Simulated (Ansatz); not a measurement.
## From three elastic constants to directional properties of Ta

Theory: DFT PBE, scalar-relativistic, plane waves, PAW in Ansatz. Settings: 420 eV plane-wave cutoff, Γ-centred 20×20×20 mesh, Fermi-Dirac smearing of 0.15 eV. No spin polarisation.

Equilibrium structure at this level:
```yaml
crystal:
  lattice:
    - [-1.66091, 1.66091, 1.66091]
    - [1.66091, -1.66091, 1.66091]
    - [1.66091, 1.66091, -1.66091]
  atoms:
    - { symbol: Ta, position: [0.00000, 0.00000, 0.00000] }
```

In a metal, frequencies and elastic constants depend on the k mesh and the smearing, soft modes and shear constants most. Spin–orbit coupling is left out, which can shift energies with elements as heavy as these.

With ions relaxed, on the cubic axes: C11 = 263.2, C12 = 158.7, C44 = 71.8 GPa. The density is 16.395 g/cm³. Zone-centre modes weren't checked beside this run.

Problem. Is the crystal stable against strain, and how anisotropic is it?

Solution. Born's conditions hold: C11 + 2C12 = 580.6, C11 − C12 = 104.4 and C44 = 71.8 GPa are all positive. B = (C11 + 2C12)/3 = 193.5 GPa. The two shear moduli are C44 and C′ = (C11 − C12)/2 = 52.2 GPa, so Zener's ratio is A = C44/C′ = 1.38: the tetragonal shear C′ is the soft one, as in many fcc and bcc metals and zincblende crystals. The Cauchy pressure C12 − C44 is 86.9 GPa; it would vanish for pair forces between atoms on inversion centres at zero pressure, and a positive value is usual with metallic or many-body binding.

Problem. Give the sound speeds along the three symmetry directions.

Solution. The Christoffel equation gives ρv² for each branch:
| direction | branch | ρv² | GPa | v (m/s) |
| --- | --- | --- | --- | --- |
| [100] | L | C11 | 263.2 | 4006 |
| [100] | T (×2) | C44 | 71.8 | 2093 |
| [110] | L | (C11 + C12 + 2C44)/2 | 282.7 | 4153 |
| [110] | T, u ∥ [001] | C44 | 71.8 | 2093 |
| [110] | T, u ∥ [1-10] | (C11 − C12)/2 | 52.2 | 1785 |
| [111] | L | (C11 + 2C12 + 4C44)/3 | 289.3 | 4201 |
| [111] | T (×2) | (C11 − C12 + C44)/3 | 58.7 | 1893 |

Problem. How does Young's modulus depend on direction?

Solution. Inverting gives S11 = 6.958, S12 = -2.618, S44 = 13.928 TPa⁻¹. Along a unit vector (l, m, n), 1/E = S11 − 2(S11 − S12 − S44/2)(l²m² + m²n² + n²l²), where the last bracket is 0, 1/4 and 1/3 for [100], [110] and [111]: E = 144, 177 and 192 GPa. With A > 1 the body diagonal is stiffest. For a film on (001), the biaxial modulus is C11 + C12 − 2C12²/C11 = 230 GPa and the normal strain is −2C12/C11 = -1.21 times the in-plane one.

Cost: 1 run of about 1.2 core-minutes, on Arm Neoverse V2 (shared hosts).

Tantalum is elastically stable here against small homogeneous strains and moderately anisotropic, with Young's modulus rising from 144 GPa along the cube axis to 192 GPa along the body diagonal. In bcc the nearest neighbours lie along ⟨111⟩, so pulling in that direction stretches bonds directly, while a pull along ⟨100⟩ is taken up largely by bond rotation through the softer tetragonal shear. That shear leads along the Bain path towards fcc, and its positive stiffness reflects the preference of a partly filled d band for bcc.

An anisotropy above one isn't general for group 5: vanadium and niobium fall below one, because Fermi-surface effects soften their C44. The same sensitivity probably contributes to the C44 of 71.8 GPa found here, which is below the measured value for tantalum, so the true anisotropy is likely stronger than 1.38. The Born conditions test only the long-wavelength limit and don't exclude a phonon instability at finite wavevector.
